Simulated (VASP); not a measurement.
# W (Pm-3n) in VASP: reference runs

How does W come out in PBEsol? The cell is run as given.

All numbers are computed with VASP 6.6.1; they aren't measurements. Logs are shortened: lines on timing, memory, paths and dates and some standing lists are left out, and cuts for length are marked.

## 1. The structure

It takes space group Pm-3n (No. 223, cubic). Conventional cell: a = 5.083 Å, b = 5.083 Å, c = 5.083 Å, α = 90.00°, β = 90.00°, γ = 90.00°. W (site symmetry -4m2) has 6 W at 2.54 to 2.84 Å as nearest neighbours. W (site symmetry m-3) is surrounded by 12 W at 2.84 Å.

This isn't the form of W at room conditions, which is bcc.

## 2. Single point, PBEsol

Contents of INCAR:

```
PREC     = Accurate       # precision mode
ENCUT    = 520            # plane-wave cutoff, eV
EDIFF    = 1E-7           # SCF threshold, eV
ISMEAR   = -1             # smearing method
SIGMA    = 0.05           # smearing width, eV
LREAL    = F              # projectors in reciprocal space
LASPH    = T              # aspherical terms in the spheres
NELM     = 60             # most SCF steps
ALGO     = Normal         # electronic algorithm
ISIF     = 2              # what is computed and relaxed
LWAVE    = F              # write WAVECAR
LCHARG   = T              # write CHGCAR
GGA      = PS             # functional
LVHAR    = T            
NBANDS   = 66             # bands
KPAR     = 2
```

Contents of KPOINTS:

```
Automatic mesh
0
Gamma
  5 5 5
```

Contents of POSCAR:

```
W
1.0
    5.0830000000      0.0000000000      0.0000000000
    0.0000000000      5.0830000000      0.0000000000
    0.0000000000      0.0000000000      5.0830000000
W
8
Direct
    0.5000000000      0.2500000000      0.0000000000
    0.5000000000      0.7500000000      0.0000000000
    0.7500000000      0.0000000000      0.5000000000
    0.2500000000      0.0000000000      0.5000000000
    0.0000000000      0.5000000000      0.7500000000
    0.0000000000      0.5000000000      0.2500000000
    0.5000000000      0.5000000000      0.5000000000
    0.0000000000      0.0000000000      0.0000000000
```

Potentials or basis: VASP PAW PBE potentials, release 64 (W_sv).

Command:

```
$ cat potpaw_PBE.64/W_sv/POTCAR > POTCAR
$ mpirun -np 2 vasp_std > vasp.out
```

OUTCAR:

```text
PREC = Accurate
   ENCUT = 520
   EDIFF = 1E-7
   ISMEAR = -1
   LREAL = F
   LASPH = T
   NELM = 60
   ISIF = 2
   GGA = PS

 ion  position               nearest neighbor table
   1  0.500  0.250  0.000-   2 2.54   2 2.54   8 2.84   7 2.84   7 2.84   8 2.84   4 3.11   3 3.11
                             4 3.11   5 3.11   6 3.11   5 3.11   6 3.11   3 3.11
   2  0.500  0.750  0.000-   1 2.54   1 2.54   8 2.84   7 2.84   7 2.84   8 2.84   4 3.11   3 3.11
                             4 3.11   5 3.11   6 3.11   5 3.11   6 3.11   3 3.11
   3  0.750  0.000  0.500-   4 2.54   4 2.54   8 2.84   8 2.84   7 2.84   7 2.84   1 3.11   1 3.11
                             2 3.11   5 3.11   5 3.11   6 3.11   6 3.11   2 3.11
   4  0.250  0.000  0.500-   3 2.54   3 2.54   8 2.84   8 2.84   7 2.84   7 2.84   1 3.11   1 3.11
                             2 3.11   5 3.11   5 3.11   6 3.11   6 3.11   2 3.11
   5  0.000  0.500  0.750-   6 2.54   6 2.54   8 2.84   7 2.84   8 2.84   7 2.84   3 3.11   4 3.11
                             3 3.11   4 3.11   1 3.11   1 3.11   2 3.11   2 3.11
   6  0.000  0.500  0.250-   5 2.54   5 2.54   8 2.84   7 2.84   8 2.84   7 2.84   3 3.11   4 3.11
                             3 3.11   4 3.11   1 3.11   1 3.11   2 3.11   2 3.11
   7  0.500  0.500  0.500-   1 2.84   2 2.84   3 2.84   4 2.84   5 2.84   6 2.84   1 2.84   2 2.84
                             3 2.84   4 2.84   5 2.84   6 2.84
   8  0.000  0.000  0.000-   1 2.84   2 2.84   3 2.84   4 2.84   5 2.84   6 2.84   3 2.84   4 2.84
                             5 2.84   6 2.84   1 2.84   2 2.84

  LATTYP: Found a simple cubic cell.
 ALAT       =     5.0830000000

  Lattice vectors:

 A1 = (   5.0830000000,   0.0000000000,   0.0000000000)
 A2 = (   0.0000000000,   5.0830000000,   0.0000000000)
 A3 = (   0.0000000000,   0.0000000000,   5.0830000000)

Analysis of symmetry for initial positions (statically):
=====================================================================
 Subroutine PRICEL returns:
 Original cell was already a primitive cell.

 Routine SETGRP: Setting up the symmetry group for a
 simple cubic supercell.

 Subroutine GETGRP returns: Found 48 space group operations
 (whereof 24 operations were pure point group operations)
 out of a pool of 48 trial point group operations.

The static configuration has the point symmetry T_h .
 The point group associated with its full space group is O_h .

Analysis of symmetry for dynamics (positions and initial velocities):
=====================================================================
 Subroutine PRICEL returns:
 Original cell was already a primitive cell.

 Routine SETGRP: Setting up the symmetry group for a
 simple cubic supercell.

 Subroutine GETGRP returns: Found 48 space group operations
 (whereof 24 operations were pure point group operations)
 out of a pool of 48 trial point group operations.

The dynamic configuration has the point symmetry T_h .
 The point group associated with its full space group is O_h .

 Subroutine INISYM returns: Found 48 space group operations
 (whereof 24 operations are pure point group operations),
 and found     1 'primitive' translations

----------------------------------------------------------------------------------------

                                     Primitive cell

  volume of cell :     131.3289

  direct lattice vectors                    reciprocal lattice vectors
     5.083000000  0.000000000  0.000000000     0.196734212  0.000000000  0.000000000
     0.000000000  5.083000000  0.000000000     0.000000000  0.196734212  0.000000000
     0.000000000  0.000000000  5.083000000     0.000000000  0.000000000  0.196734212

  length of vectors
     5.083000000  5.083000000  5.083000000     0.196734212  0.196734212  0.196734212

  position of ions in fractional coordinates (direct lattice)
     0.500000000  0.250000000  0.000000000
     0.500000000  0.750000000  0.000000000
     0.750000000  0.000000000  0.500000000
     0.250000000  0.000000000  0.500000000
     0.000000000  0.500000000  0.750000000
     0.000000000  0.500000000  0.250000000
     0.500000000  0.500000000  0.500000000
     0.000000000  0.000000000  0.000000000

  ion indices of the primitive-cell ions
   primitive index   ion index
                 1           1
                 2           2
                 3           3
                 4           4
                 5           5
                 6           6
                 7           7
                 8           8

----------------------------------------------------------------------------------------

 KPOINTS: Automatic mesh

Automatic generation of k-mesh.
 Grid dimensions read from file:
 generate k-points for:    5    5    5

 Generating k-lattice:

  Cartesian coordinates                     Fractional coordinates (reciprocal lattice)
     0.039346842  0.000000000  0.000000000     0.200000000  0.000000000  0.000000000
     0.000000000  0.039346842  0.000000000     0.000000000  0.200000000  0.000000000
     0.000000000  0.000000000  0.039346842     0.000000000  0.000000000  0.200000000

  Length of vectors
     0.039346842  0.039346842  0.039346842

  Shift w.r.t. Gamma in fractional coordinates (k-lattice)
     0.000000000  0.000000000  0.000000000

 Subroutine IBZKPT returns following result:
 ===========================================

 Found     10 irreducible k-points:

 Following reciprocal coordinates:
            Coordinates               Weight
  0.000000  0.000000  0.000000      1.000000
  0.200000  0.000000  0.000000      6.000000
  0.400000  0.000000  0.000000      6.000000
  0.200000  0.200000  0.000000     12.000000
  0.400000  0.200000  0.000000     24.000000
  0.400000  0.400000  0.000000     12.000000
  0.200000  0.200000  0.200000      8.000000
  0.400000  0.200000  0.200000     24.000000
  0.400000  0.400000  0.200000     24.000000
  0.400000  0.400000  0.400000      8.000000
   k-points           NKPTS =     10   k-points in BZ     NKDIM =     10   number of bands    NBANDS=     66
   number of dos      NEDOS =    301   number of ions     NIONS =      8
   total plane-waves  NPLWV =  64000
   dimension x,y,z NGX =    40 NGY =   40 NGZ =   40
   dimension x,y,z NGXF=    80 NGYF=   80 NGZF=   80
   ions per type =               8
   NGX,Y,Z   is equivalent  to a cutoff of  13.08, 13.08, 13.08 a.u.
   NGXF,Y,Z  is equivalent  to a cutoff of  26.17, 26.17, 26.17 a.u.
 SYSTEM =  unknown system
   PREC   = accura    normal or accurate (medium, high low for compatibility)
   ISTART =      0    job   : 0-new  1-cont  2-samecut
   ICHARG =      2    charge: 1-file 2-atom 10-const
   ISPIN  =      1    spin polarized calculation?
   LNONCOLLINEAR =      F non collinear calculations
   LSORBIT =      F    spin-orbit coupling
   LASPH  =      T    aspherical Exc in radial PAW
   ENCUT  =  520.0 eV  38.22 Ry    6.18 a.u.   9.45  9.45  9.45*2*pi/ulx,y,z
   NELM   =     60;   NELMIN=  2; NELMDL= -5     # of ELM steps
   EDIFF  = 0.1E-06   stopping-criterion for ELM
   LREAL  =      F    real-space projection
   EDIFFG = 0.1E-05   stopping-criterion for IOM
   NSW    =      0    number of steps for IOM
   IBRION =     -1    ionic relax: 0-MD 1-quasi-New 2-CG
   NFREE  =      0    steps in history (QN), initial steepest desc. (CG)
   ISIF   =      2    stress and relaxation
   ISYM   =      2    0-nonsym 1-usesym 2-fastsym
   POTIM  = 0.5000    time-step for ionic-motion
   TEBEG  =    0.0;   TEEND  =   0.0 temperature during run
   PSTRESS=    0.0 pullay stress
   NELECT =     112.0000    total number of electrons
   NUPDOWN=      -1.0000    fix difference up-down
   EMIN   =  10.00;   EMAX   =-10.00  energy-range for DOS
   EFERMI =   0.00;   METHOD = LEGACY
   ISMEAR =    -1;   SIGMA  =   0.05  broadening in eV -4-tet -1-fermi 0-gaus
   EFERMI_NEDOS =   21; number of points for ismear=-14 and -15
   IALGO  =     38    algorithm
   IMIX   =      4    mixing-type and parameters
     AMIX     =   0.40;   BMIX     =  1.00
     AMIX_MAG =   1.60;   BMIX_MAG =  1.00
  volume/ion in A,a.u.               =      16.42       110.78
  Fermi-wavevector in a.u.,A,eV,Ry     =   1.552485  2.933771 32.792891  2.410209
  Thomas-Fermi vector in A             =   2.656853
   LORBIT       =      0    0 simple, 1 ext, 2 COOP (PROOUT), +10 PAW based schemes
   GGA     = PS    functional components
   LHFCALC =     F    Hartree Fock is set to
   AEXX    =    0.0000 exact exchange contribution
   IVDW    =     0    specifies the selected vdW correction
   LEPSILON=     F    determine dielectric tensor
   LRPA    =     F    only Hartree local field effects (RPA)
 non-spin polarized calculation
  energy-cutoff  :      520.00
  volume of cell :      131.33
 maximum number of plane-waves:      3575
 NGX is ok and might be reduce to    40
   NGX = 19   NGY = 19   NGZ = 19

 number of electron     111.9999988 magnetization

 Free energy of the ion-electron system (eV)
  ---------------------------------------------------
  ext. energy  EPLUGINS =         0.00000000
  ---------------------------------------------------
  free energy    TOTEN  =      -109.58600150 eV

  energy without entropy =     -109.56401834  energy(sigma->0) =     -109.57500992

 E-fermi :  10.5180     XC(G=0): -13.5479

 val. band max:       10.4595418422   @ k =   0.2000   0.0000   0.0000
 cond. band min:      10.5500071827   @ k =   0.4000   0.0000   0.0000
 fundamental gap:      0.0904653405
 Fermi energy:        10.5179521724

 k-point     1 :       0.0000    0.0000    0.0000
  band No.  band energies     occupation
      1     -63.4547      2.00000
      2     -63.4113      2.00000
      3     -63.4113      2.00000
      4     -63.2778      2.00000
      5     -63.2778      2.00000
      6     -63.2778      2.00000
[... 58 lines left out ...]
     65      12.3496      0.00000
     66      13.4487      0.00000

 k-point     2 :       0.2000    0.0000    0.0000
  band No.  band energies     occupation
      1     -63.4473      2.00000
      2     -63.4136      2.00000
      3     -63.4015      2.00000
      4     -63.2921      2.00000
      5     -63.2778      2.00000
      6     -63.2778      2.00000
[... 610 lines left out ...]
     65      13.0869      0.00000
     66      13.1148      0.00000

------------------------ aborting loop because EDIFF is reached ----------------------------------------

  FORCE on cell =-STRESS in cart. coord.  units (eV):
  Direction    XX          YY          ZZ          XY          YZ          ZX
  --------------------------------------------------------------------------------------
  -------------------------------------------------------------------------------------
  Total       -7.0235232     -7.0235232     -7.0235232      0.0000000     -0.0000000     -0.0000000
  in kB      -85.6850933    -85.6850933    -85.6850933      0.0000000     -0.0000000     -0.0000000
  external PRESSURE =     -85.6850933 kB  Pullay stress =       0.0000000 kB

 VOLUME and BASIS-vectors are now :
 -----------------------------------------------------------------------------
  energy-cutoff  :      520.00
  volume of cell :      131.33
      direct lattice vectors                 reciprocal lattice vectors
     5.083000000  0.000000000  0.000000000     0.196734212  0.000000000  0.000000000
     0.000000000  5.083000000  0.000000000     0.000000000  0.196734212  0.000000000
     0.000000000  0.000000000  5.083000000     0.000000000  0.000000000  0.196734212

 POSITION                                       TOTAL-FORCE (eV/Angst)
 -----------------------------------------------------------------------------------
      2.54150      1.27075      0.00000         0.000000      0.000000     -0.000000
      2.54150      3.81225      0.00000         0.000000     -0.000000     -0.000000
      3.81225      0.00000      2.54150         0.000000      0.000000      0.000000
      1.27075      0.00000      2.54150        -0.000000      0.000000     -0.000000
      0.00000      2.54150      3.81225        -0.000000     -0.000000     -0.000000
      0.00000      2.54150      1.27075        -0.000000     -0.000000      0.000000
      2.54150      2.54150      2.54150        -0.000000     -0.000000      0.000000
      0.00000      0.00000      0.00000        -0.000000     -0.000000      0.000000
 -----------------------------------------------------------------------------------
    total drift:                               -0.000000     -0.000000      0.000000

  FREE ENERGIE OF THE ION-ELECTRON SYSTEM (eV)
  ---------------------------------------------------
  free  energy   TOTEN  =      -109.5860015040 eV

  energy  without entropy=     -109.5640183413  energy(sigma->0) =     -109.57500992
```

It took 53 s on 2 MPI ranks of Intel Xeon Platinum 8259CL at 2.50GHz (Skylake/Cascade Lake), shared host; peak memory 0.25 GiB.

What came out:

| Item | Value |
| --- | --- |
| Free energy | -109.5860 eV |
| Pressure | -8.6 GPa |
| Band gap on the k mesh | none (metal or under the smearing width) |

Caveat: the PAW data sets were made with another functional, which shifts forces and pressure a little. Spin-orbit coupling is left out, which matters for the levels of W.
